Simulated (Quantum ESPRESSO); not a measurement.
Set up this calculation in Quantum ESPRESSO 7.5, as the native input.

| Quantity | Value |
| --- | --- |
| Task | single point |
| Functional | PBE |
| Potentials or basis | SSSP 1.3 efficiency PBE |
| Cutoff | 748 eV |
| Density cutoff | 5987 eV |
| k mesh | 8 × 8 × 5 |
| Occupations | fermi-dirac, width 0.05 eV |
| Spin | no spin polarisation |
| Hubbard terms | Pt d U = 4 eV |
| Hubbard projectors | atomic |
| Mixing beta | 0.3 |
| Most SCF iterations | 120 |
| SCF threshold | 6e-10 Ry |

Crystal: PtSe2 (Sudovikovite).

```
Pt Se
1.0
     3.72400    0.00000    0.00000
    -1.86200    3.22508    0.00000
     0.00000    0.00000    5.06200
Pt Se
1 2
Cartesian
  0.0000 0.0000 0.0000
  1.8620 1.0750 3.7965
  0.0000 2.1501 1.2655
```

The input as run:

pw.in

```
&CONTROL
  calculation = 'scf'
  prefix = 'pwscf'
  outdir = './tmp'
  pseudo_dir = './pseudo'
  tprnfor = .true.
  tstress = .true.
  disk_io = 'low'
/
&SYSTEM
  ibrav = 0
  celldm(1) = 8
  nat = 3
  ntyp = 2
  ecutwfc = 55
  ecutrho = 440
  nbnd = 24
  occupations = 'smearing'
  smearing = 'fd'
  degauss = 0.00367493
/
&ELECTRONS
  conv_thr = 6d-10
  electron_maxstep = 120
  mixing_beta = 0.3
/
ATOMIC_SPECIES
Pt   195.0840 pt_pbe_v1.4.uspp.F.UPF
Se    78.9710 Se_pbe_v1.uspp.F.UPF
CELL_PARAMETERS alat
  0.8796675110133   0.0000000000000   0.0000000000000
 -0.4398337555066   0.7618144114229   0.0000000000000
  0.0000000000000   0.0000000000000   1.1957242053570
ATOMIC_POSITIONS crystal
Pt     0.0000000000    0.0000000000    0.0000000000
Se     0.6666666667    0.3333333333    0.7500000000
Se     0.3333333333    0.6666666667    0.2500000000
K_POINTS automatic
8 8 5 0 0 0
HUBBARD {atomic}
U Pt-5d 4.0
```

pp_density.in

```
&INPUTPP
  prefix = 'pwscf'
  outdir = './tmp'
  filplot = 'density.dat'
  plot_num = 0
/
&PLOT
  nfile = 1
  filepp(1) = 'density.dat'
  iflag = 3
  output_format = 6
  fileout = 'density.cube'
/
```

pp_potential.in

```
&INPUTPP
  prefix = 'pwscf'
  outdir = './tmp'
  filplot = 'potential.dat'
  plot_num = 11
/
&PLOT
  nfile = 1
  filepp(1) = 'potential.dat'
  iflag = 3
  output_format = 6
  fileout = 'potential.cube'
/
```

Potentials or basis: SSSP 1.3 efficiency PBE.

Command:

```sh
$ OMP_NUM_THREADS=1 pw.x -in pw.in > pw.out
$ OMP_NUM_THREADS=1 pp.x -in pp_density.in > pp_density.out
$ OMP_NUM_THREADS=1 pp.x -in pp_potential.in > pp_potential.out
```

Results of the run:

```
Pressure               : 5.9 GPa
Largest force          : 0.486 eV/Å
Band gap on the k mesh : none (metal or under the smearing width)
```

Caveat: U without spin polarisation on a metal has little footing.

Wall time 41 s on 1 thread of INTEL(R) XEON(R) PLATINUM 8581C CPU @ 2.30GHz (Emerald Rapids), on a shared host, peak memory 0.31 GiB.
